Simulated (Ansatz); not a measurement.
# PbS (Galena) (Fm-3m) in Ansatz: relaxation of cell and atoms with LDA

Aim: the relaxation of cell and atoms of PbS (Galena) with LDA.

Everything below comes from runs of Ansatz 0.2.0. Logs are shortened: lines on timing, memory, paths and dates and some standing lists are left out, and cuts for length are marked.

**1. Starting point**

The structure is cubic, space group Fm-3m (No. 225). The conventional cell has a = 5.931 Å, b = 5.931 Å, c = 5.931 Å, α = 90.00°, β = 90.00°, γ = 90.00°. Pb (site symmetry m-3m) is surrounded by 6 S at 2.97 Å. S (site symmetry m-3m) has 6 Pb at 2.97 Å as nearest neighbours.

**2. Relaxation of cell and atoms, LDA**

File run.py:

```python
import json

import ase.io
import numpy as np
from ase.calculators.calculator import CalculationFailed, Calculator
from ase.stress import full_3x3_to_voigt_6_stress
from ase.units import GPa
from ase.optimize import BFGS
from ase.filters import FrechetCellFilter

import ansatz as az

class AnsatzCalculator(Calculator):
    implemented_properties = ["energy", "free_energy", "forces", "stress", "magmom"]

    def calculate(self, atoms, properties, system_changes):
        super().calculate(atoms, properties, system_changes)
        structure = atoms.copy()
        structure.set_constraint()
        structure.set_momenta(None)
        structure.set_masses(None)
        outcome = (
            az.Crystal.from_ase(structure)
            .calculation()
            .basis(xc_grid=2)
            .kpoints(6, 6, 6)
            .functional("lda")
            .pseudopotentials(kind="nc", accuracy="standard", xc_functional="lda")
            .scf(tolerance=2e-10)
            .occupations(method="cold", width=0.05)
            .forces()
            .stress()
            .run(threads=2)
        )
        if not outcome.report["converged"]:
            raise CalculationFailed("SCF not converged")
        report = outcome.report
        self.results = {
            "free_energy": report["lagrangian_ev"],
            "energy": report["lagrangian_ev"],
            "forces": np.array(report["forces_ev_ang"]),
            "stress": -GPa * full_3x3_to_voigt_6_stress(report["stress_gpa"]),
            "magmom": report["magnetization_mub"],
        }

np.set_printoptions(precision=5, suppress=True, linewidth=110)
atoms = ase.io.read("PbS.xyz")
atoms.calc = AnsatzCalculator()
BFGS(FrechetCellFilter(atoms)).run(fmax=0.05, steps=30)
print(f"final energy {atoms.get_potential_energy():.6f} eV, volume {atoms.get_volume() / len(atoms):.4f} A^3/atom")
print("stress (GPa)", atoms.get_stress() / GPa)
print("cell (A)", atoms.cell[:], "scaled positions", atoms.get_scaled_positions(wrap=False), sep="\n")
```

File PbS.xyz:

```xyz
2
Lattice="0.0000000000 2.9657500000 2.9657500000 2.9657500000 0.0000000000 2.9657500000 2.9657500000 2.9657500000 0.0000000000" Properties=species:S:1:pos:R:3 pbc="T T T"
Pb     0.0000000000      0.0000000000      0.0000000000
S      2.9657500000      2.9657500000      2.9657500000
```

Potentials or basis: PseudoDojo LDA.

On the command line:

```sh
python run.py
```

The program printed:

```text
DeckWarning: basis.ecutwfc = 761.918815 eV, auto-derived from the records' recommended cutoffs: set by Pb (normal level)
PlacementWarning: RAYON_NUM_THREADS=2 ignored (pool sized by the plan → 2); use plan(threads=…)
      Step          Energy          fmax
BFGS:    0    -2213.869869        0.423389
BFGS:    1    -2213.876795        0.339493
BFGS:    2    -2213.888649        0.013247
final energy -2213.888649 eV, volume 24.9183 A^3/atom
stress (GPa) [-0.08518 -0.08518 -0.08518 -0.       0.      -0.     ]
cell (A)
[[ 0.       2.92083  2.92083]
 [ 2.92083  0.       2.92083]
 [ 2.92083  2.92083 -0.     ]]
scaled positions
[[-0.   0.  -0. ]
 [ 0.5  0.5  0.5]]
```

engine_input.yaml:

```text
crystal:
  lattice:
    - [0.0, 2.96575, 2.96575]
    - [2.96575, 0.0, 2.96575]
    - [2.96575, 2.96575, 0.0]
  atoms:
    - { symbol: Pb, position: [0.0, 0.0, 0.0] }
    - { symbol: S, position: [0.5, 0.5, 0.5] }
basis:
  xc_grid: 2
kpoints:
  mp_grid:
    grid: [6, 6, 6]
hamiltonian:
  xc: lda
  pseudopotentials:
    kind: nc
    accuracy: standard
    xc_functional: lda
scf:
  convergence:
    dr2_threshold: 2.0e-10
  occupations:
    method: cold
    width: 0.05
output:
  forces: true
  stress: true
```

Run time: 4.1 s. Hardware: 2 threads of Arm Neoverse V1, shared host; peak memory 0.41 GiB.

What came out:

```yaml
Free_energy: -2213.8886 eV
Relaxed_volume: 24.92 Å³/atom
Relaxed_cell: a = 4.131 Å, b = 4.131 Å, c = 4.131 Å, α = 60.00°, β = 60.00°, γ = 60.00°
Space_group_after_relaxing_to_0.05_Å: Fm-3m (No. 225)
Energy_gained_by_relaxing: 9.4 meV/atom
Ionic_steps: 3
Pressure_after_relaxing: 0.1 GPa
```

The path:
| step | energy change (eV) | largest force (eV/Å) | pressure (GPa) | volume (Å³) |
| --- | --- | --- | --- | --- |
| 1 | 0.0000 | 0.0000 | -2.60 | 52.17 |
| 2 | -0.0069 | 0.0000 | -2.10 | 51.70 |
| 3 | -0.0188 | 0.0000 | 0.09 | 49.84 |

Final structure:
```
CELL_PARAMETERS angstrom
0.00000 2.92083 2.92083
2.92083 0.00000 2.92083
2.92083 2.92083 0.00000
ATOMIC_POSITIONS crystal
Pb 0.00000 0.00000 0.00000
S 0.50000 0.50000 0.50000
```

Spin-orbit coupling is left out, which matters for the levels of Pb. Zero-point motion and thermal expansion aren't in these numbers.
